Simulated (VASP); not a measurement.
# Sn (I4_1/amd) in VASP: electric field gradients with PBE

Aim: the electric field gradients of Sn with PBE.

Program: VASP 6.6.1. These are calculated values, not measurements. Logs are shortened: lines on timing, memory, paths and dates and some standing lists are left out, and cuts for length are marked.

## 1. The undisturbed crystal

Symmetry: I4_1/amd, No. 141, tetragonal system. The conventional cell has a = 5.832 Å, b = 5.832 Å, c = 3.181 Å, α = 90.00°, β = 90.00°, γ = 90.00°. Sn (site symmetry -4m2) has 6 Sn at 3.02 to 3.18 Å as nearest neighbours.

## 2. Electric field gradients, PBE (volume scaled by 0.9405)

File INCAR:

```
  ALGO = Fast
  EDIFF = 1E-8
  ENCUT = 520
  GGA = PE
  ISIF = 2
  ISMEAR = -1
  LASPH = T
  LCHARG = F
  LEFG = T
  LREAL = F
  LWAVE = F
  NBANDS = 21
  NELM = 100
  PREC = Accurate
  SIGMA = 0.05
```

File KPOINTS:

```
k-points
0
Gamma
  15 15 15
```

File POSCAR:

```
Sn
1.0
   -2.8568325061      2.8568325061      1.5584548677
    2.8568325061     -2.8568325061      1.5584548677
    2.8568325061      2.8568325061     -1.5584548677
Sn
2
Direct
    0.0000000000      0.0000000000      0.0000000000
    0.7500000000      0.2500000000      0.5000000000
```

Potentials or basis: VASP PAW PBE potentials, release 64 (Sn_d).

On the command line:

```
cat potpaw_PBE.64/Sn_d/POTCAR > POTCAR
mpirun -np 1 vasp_std > vasp.out
```

OUTCAR:

```text
EDIFF = 1E-8
   ENCUT = 520
   GGA = PE
   ISIF = 2
   ISMEAR = -1
   LASPH = T
   LREAL = F
   NELM = 100
   PREC = Accurate

 ion  position               nearest neighbor table
   1  0.000  0.000  0.000-   2 2.96   2 2.96   2 2.96   2 2.96   2 3.69   2 3.69   2 3.69   2 3.69

   2  0.750  0.250  0.500-   1 2.96   1 2.96   1 2.96   1 2.96   1 3.69   1 3.69   1 3.69   1 3.69

  LATTYP: Found a body centered tetragonal cell.
 ALAT       =     5.7136650122
 C/A-ratio  =     0.5455184595

  Lattice vectors:

 A1 = (  -2.8568325061,   2.8568325061,   1.5584548677)
 A2 = (   2.8568325061,  -2.8568325061,   1.5584548677)
 A3 = (   2.8568325061,   2.8568325061,  -1.5584548677)

Analysis of symmetry for initial positions (statically):
=====================================================================
 Subroutine PRICEL returns:
 Original cell was already a primitive cell.

 Routine SETGRP: Setting up the symmetry group for a
 body centered tetragonal supercell.

 Subroutine GETGRP returns: Found 16 space group operations
 (whereof  8 operations were pure point group operations)
 out of a pool of 16 trial point group operations.

The static configuration has the point symmetry D_2d.
 The point group associated with its full space group is D_4h.

Analysis of symmetry for dynamics (positions and initial velocities):
=====================================================================
 Subroutine PRICEL returns:
 Original cell was already a primitive cell.

 Routine SETGRP: Setting up the symmetry group for a
 body centered tetragonal supercell.

 Subroutine GETGRP returns: Found 16 space group operations
 (whereof  8 operations were pure point group operations)
 out of a pool of 16 trial point group operations.

The dynamic configuration has the point symmetry D_2d.
 The point group associated with its full space group is D_4h.

 Subroutine INISYM returns: Found 16 space group operations
 (whereof  8 operations are pure point group operations),
 and found     1 'primitive' translations

----------------------------------------------------------------------------------------

                                     Primitive cell

  volume of cell :      50.8773

  direct lattice vectors                    reciprocal lattice vectors
    -2.856832506  2.856832506  1.558454868     0.000000000  0.175019011  0.320830593
     2.856832506 -2.856832506  1.558454868     0.175019011  0.000000000  0.320830593
     2.856832506  2.856832506 -1.558454868     0.175019011  0.175019011  0.000000000

  length of vectors
     4.330330878  4.330330878  4.330330878     0.365463984  0.365463984  0.247514259

  position of ions in fractional coordinates (direct lattice)
     0.000000000  0.000000000  0.000000000
     0.750000000  0.250000000  0.500000000

  ion indices of the primitive-cell ions
   primitive index   ion index
                 1           1
                 2           2

----------------------------------------------------------------------------------------

 KPOINTS: k-points

Automatic generation of k-mesh.
 Grid dimensions read from file:
 generate k-points for:   15   15   15

 Generating k-lattice:

  Cartesian coordinates                     Fractional coordinates (reciprocal lattice)
     0.000000000  0.011667934  0.021388706     0.066666667  0.000000000 -0.000000000
     0.011667934  0.000000000  0.021388706     0.000000000  0.066666667 -0.000000000
     0.011667934  0.011667934  0.000000000     0.000000000  0.000000000  0.066666667

  Length of vectors
     0.024364266  0.024364266  0.016500951

  Shift w.r.t. Gamma in fractional coordinates (k-lattice)
     0.000000000  0.000000000  0.000000000

 Subroutine IBZKPT returns following result:
 ===========================================

 Found    288 irreducible k-points:

 Following reciprocal coordinates:
            Coordinates               Weight
  0.000000  0.000000  0.000000      1.000000
  0.066667 -0.000000  0.000000      8.000000
  0.133333  0.000000  0.000000      8.000000
  0.200000  0.000000  0.000000      8.000000
  0.266667  0.000000  0.000000      8.000000
  0.333333 -0.000000  0.000000      8.000000
[... 16 lines left out ...]
  0.133333  0.133333  0.000000      8.000000
  0.200000  0.133333  0.000000     16.000000
 [... further k-points ...]
   k-points           NKPTS =    288   k-points in BZ     NKDIM =    288   number of bands    NBANDS=     21
   number of dos      NEDOS =    301   number of ions     NIONS =      2
   total plane-waves  NPLWV =  32768
   dimension x,y,z NGX =    32 NGY =   32 NGZ =   32
   dimension x,y,z NGXF=    64 NGYF=   64 NGZF=   64
   ions per type =               2
   NGX,Y,Z   is equivalent  to a cutoff of  12.29, 12.29, 12.29 a.u.
   NGXF,Y,Z  is equivalent  to a cutoff of  24.57, 24.57, 24.57 a.u.
 SYSTEM =  unknown system
   PREC   = accura    normal or accurate (medium, high low for compatibility)
   ISTART =      0    job   : 0-new  1-cont  2-samecut
   ICHARG =      2    charge: 1-file 2-atom 10-const
   ISPIN  =      1    spin polarized calculation?
   LNONCOLLINEAR =      F non collinear calculations
   LSORBIT =      F    spin-orbit coupling
   LASPH  =      T    aspherical Exc in radial PAW
   ENCUT  =  520.0 eV  38.22 Ry    6.18 a.u.   8.05  8.05  8.05*2*pi/ulx,y,z
   NELM   =    100;   NELMIN=  2; NELMDL= -5     # of ELM steps
   EDIFF  = 0.1E-07   stopping-criterion for ELM
   LREAL  =      F    real-space projection
   EDIFFG = 0.1E-06   stopping-criterion for IOM
   NSW    =      0    number of steps for IOM
   IBRION =     -1    ionic relax: 0-MD 1-quasi-New 2-CG
   NFREE  =      0    steps in history (QN), initial steepest desc. (CG)
   ISIF   =      2    stress and relaxation
   ISYM   =      2    0-nonsym 1-usesym 2-fastsym
   POTIM  = 0.5000    time-step for ionic-motion
   TEBEG  =    0.0;   TEEND  =   0.0 temperature during run
   PSTRESS=    0.0 pullay stress
   NELECT =      28.0000    total number of electrons
   NUPDOWN=      -1.0000    fix difference up-down
   EMIN   =  10.00;   EMAX   =-10.00  energy-range for DOS
   EFERMI =   0.00;   METHOD = LEGACY
   ISMEAR =    -1;   SIGMA  =   0.05  broadening in eV -4-tet -1-fermi 0-gaus
   EFERMI_NEDOS =   21; number of points for ismear=-14 and -15
   IALGO  =     68    algorithm
   IMIX   =      4    mixing-type and parameters
     AMIX     =   0.40;   BMIX     =  1.00
     AMIX_MAG =   1.60;   BMIX_MAG =  1.00
  volume/ion in A,a.u.               =      25.44       171.67
  Fermi-wavevector in a.u.,A,eV,Ry     =   1.341589  2.535236 24.488607  1.799862
  Thomas-Fermi vector in A             =   2.469811
   LORBIT       =      0    0 simple, 1 ext, 2 COOP (PROOUT), +10 PAW based schemes
   GGA     = PE    functional components
   LHFCALC =     F    Hartree Fock is set to
   AEXX    =    0.0000 exact exchange contribution
   IVDW    =     0    specifies the selected vdW correction
   LEPSILON=     F    determine dielectric tensor
   LRPA    =     F    only Hartree local field effects (RPA)
 non-spin polarized calculation
 RMM-DIIS sequential band-by-band and
  energy-cutoff  :      520.00
  volume of cell :       50.88
 maximum number of plane-waves:      1386
   NGX = 17   NGY = 17   NGZ = 17

 number of electron      28.0000019 magnetization

 Free energy of the ion-electron system (eV)
  ---------------------------------------------------
  ext. energy  EPLUGINS =         0.00000000
  ---------------------------------------------------
  free energy    TOTEN  =        -7.49844147 eV

  energy without entropy =       -7.49153279  energy(sigma->0) =       -7.49498713

 E-fermi :   8.8129     XC(G=0): -10.6135

 val. band max:        8.8063808582   @ k =  -0.3333   0.4667   0.0667
 cond. band min:       8.8208030024   @ k =  -0.1333  -0.2000   0.1333
 fundamental gap:      0.0144221442
 Fermi energy:         8.8129359614

 k-point     1 :       0.0000    0.0000    0.0000
  band No.  band energies     occupation
      1     -12.9637      2.00000
      2     -12.8587      2.00000
      3     -12.8164      2.00000
      4     -12.7965      2.00000
      5     -12.6141      2.00000
      6     -12.6141      2.00000
[... 13 lines left out ...]
     20      18.9952      0.00000
     21      19.6669      0.00000
[... 529 lines left out ...]
 k-point    24 :       0.2000    0.1333    0.0000
  band No.  band energies     occupation
      1     -12.9131      2.00000
      2     -12.7589      2.00000
      3     -12.7509      2.00000
      4     -12.6950      2.00000
      5     -12.6874      2.00000
      6     -12.6656      2.00000
[... 13 lines left out ...]
     20      16.1463      0.00000
     21      17.1498      0.00000

 [... further k-points ...]

------------------------ aborting loop because EDIFF is reached ----------------------------------------

  FORCE on cell =-STRESS in cart. coord.  units (eV):
  Direction    XX          YY          ZZ          XY          YZ          ZX
  --------------------------------------------------------------------------------------
  -------------------------------------------------------------------------------------
  Total        2.2956564      2.2956564      1.9156963      0.0000000      0.0000000      0.0000000
  in kB       72.2925731     72.2925731     60.3272416      0.0000000      0.0000000      0.0000000
  external PRESSURE =      68.3041292 kB  Pullay stress =       0.0000000 kB

 VOLUME and BASIS-vectors are now :
 -----------------------------------------------------------------------------
  energy-cutoff  :      520.00
  volume of cell :       50.88
      direct lattice vectors                 reciprocal lattice vectors
    -2.856832506  2.856832506  1.558454868     0.000000000  0.175019011  0.320830593
     2.856832506 -2.856832506  1.558454868     0.175019011  0.000000000  0.320830593
     2.856832506  2.856832506 -1.558454868     0.175019011  0.175019011  0.000000000

 POSITION                                       TOTAL-FORCE (eV/Angst)
 -----------------------------------------------------------------------------------
      0.00000      0.00000      0.00000        -0.000000      0.000000     -0.000000
      0.00000      2.85683      0.77923         0.000000     -0.000000      0.000000
 -----------------------------------------------------------------------------------
    total drift:                                0.000000     -0.000000      0.000000

  FREE ENERGIE OF THE ION-ELECTRON SYSTEM (eV)
  ---------------------------------------------------
  free  energy   TOTEN  =        -7.4984414709 eV

  energy  without entropy=       -7.4915327936  energy(sigma->0) =       -7.49498713

 Electric field gradients (V/A^2)
---------------------------------------------------------------------
 ion       V_xx      V_yy      V_zz      V_xy      V_xz      V_yz
---------------------------------------------------------------------
   1     -23.352   -23.352    46.704    -0.001    -0.002    -0.002
   2     -23.352   -23.352    46.704    -0.001    -0.002    -0.002
---------------------------------------------------------------------

 Electric field gradients after diagonalization (V/A^2)
 (convention: |V_zz| > |V_xx| > |V_yy|)
----------------------------------------------------------------------
 ion       V_xx      V_yy      V_zz     asymmetry (V_yy - V_xx)/ V_zz
----------------------------------------------------------------------
   1     -23.353   -23.351    46.704       0.000
   2     -23.353   -23.351    46.704       0.000
----------------------------------------------------------------------

           NMR quadrupolar parameters

 Cq : quadrupolar parameter    Cq=e*Q*V_zz/h
 eta: asymmetry parameters     (V_yy - V_xx)/ V_zz
 Q  : nuclear electric quadrupole moment in mb (millibarn)
----------------------------------------------------------------------
 ion       Cq(MHz)       eta       Q (mb)
----------------------------------------------------------------------
   1       0.113       0.000       1.000
   2       0.113       0.000       1.000
----------------------------------------------------------------------
```

Run time: 2 min. Hardware: 1 thread of Intel Xeon 6975P-C (Granite Rapids), shared host; peak memory 0.35 GiB.

What came out:

| Property | Result |
| --- | --- |
| Free energy | -7.4984 eV |
| Pressure | 6.8 GPa |
| Band gap on the k mesh | none (metal or under the smearing width) |

Electric field gradients, principal values (V/Å²):
```csv
atom,Vxx,Vyy,Vzz
1 Sn,-23.351,-23.353,46.704
2 Sn,-23.351,-23.353,46.704
```
